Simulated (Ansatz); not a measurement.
**GaN: what symmetry allows forces and stress to be**

```yaml
crystal:
  lattice:
    - [0.00000, 2.13524, 2.13524]
    - [2.13524, 0.00000, 2.13524]
    - [2.13524, 2.13524, 0.00000]
  atoms:
    - { symbol: Ga, position: [0.00000, 0.00000, 0.00000] }
    - { symbol: N, position: [0.53512, 0.53512, 0.46488] }
```

All numbers below come from Ansatz 0.2.0, DFT PBEsol, scalar-relativistic, plane waves, PAW.

Plane waves to 420 eV, a k mesh through Γ of 14×14×14 on the computed 2-atom cell and Gaussian smearing (0.05 eV); no spin polarisation.

This distorted cell has space group I4mm, with 8 operations.

Task: Without a calculation: in which directions can each atom feel a force?

Result: A force must be left unchanged by every operation that keeps its atom in place, so it lies in the space that those operations leave fixed. Atoms that the group maps onto each other feel forces of one size.
```tsv
atom	site symmetry	operations at the site	equivalent to atom	allowed force (Cartesian)
Ga1	4mm	8	1	along (0.00, 0.00, 1.00)
N2	4mm	8	2	along (0.00, 0.00, 1.00)
```

That leaves 2 independent force components of 6, tied by 1 condition that the forces sum to zero, so 1 remains. A relaxation in this cell that keeps the symmetry moves the atoms in these directions alone.

Task: And the stress tensor?

Result: It must be invariant under the point group, which leaves 2 independent components: yz, xz, xy vanish; xx = yy.

Task: Do the computed values obey this?

Result: Yes. Forces (eV/Å):
```
Ga1  0.000  0.000  0.411
N2   0.000  0.000 -0.411
```

Stress (GPa, compression positive, xx yy zz yz xz xy): -8.41 -8.41 1.07 0.00 0.00 0.00. The program imposes the same operations on density, forces and stress, so this confirms the analysis and is no independent test of the calculation.

This rock-salt form isn't the usual stable structure of the compound.